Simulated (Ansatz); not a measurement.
Structures of TiH: which is lowest?

Plane-wave DFT in Ansatz with scalar-relativistic PAW potentials, cutoff 500 eV, Γ-centred meshes chosen by cell and gap, Gaussian smearing with energies taken to zero width. Every cell was relaxed (cell and atoms) in a run of its own, within the symmetry of its start. Functional: r2SCAN.

Relaxed structures (starts from databases or built by putting these elements on another compound's sites):
A. P-6m2, 2 atoms in the computed cell, a = 2.861 Å, c = 2.628 Å; sites (symmetry × multiplicity) Ti -6m2 × 1, H -6m2 × 1; start: built
B. P4_2/mmc, 4 atoms in the computed cell, a = 2.946 Å, c = 4.559 Å; sites (symmetry × multiplicity) Ti mmm. × 2, H -4m2 × 2; start: database
C. Fm-3m, 2 atoms in the computed cell, a = 4.174 Å; sites (symmetry × multiplicity) Ti m-3m × 4, H m-3m × 4; start: database
D. F-43m, 2 atoms in the computed cell, a = 4.322 Å; sites (symmetry × multiplicity) Ti -43m × 4, H -43m × 4; start: built

**Question.** Rank them by energy. Could pressure change the order?

**Answer.**
| structure | group | E − E(lowest) (meV/atom) | V (Å³/atom) | gap on mesh (eV) |
| --- | --- | --- | --- | --- |
| B | P4_2/mmc | 0.0 | 9.89 | 0.00 |
| C | Fm-3m | 57 | 9.09 | 0.00 |
| D | F-43m | 72 | 10.09 | 0.00 |
| A | P-6m2 | 264 | 9.32 | 0.00 |

B is lowest, 57 meV/atom under C. C is denser by 0.80 Å³/atom, so pressure favours it: ΔE/ΔV, with ΔE in eV and 1 eV/Å³ = 160.2 GPa, gives about 11 GPa for equal enthalpy if both cells were rigid, a rough figure since the two compress differently. Other structures may lie lower than all of these, and vibrations aren't counted.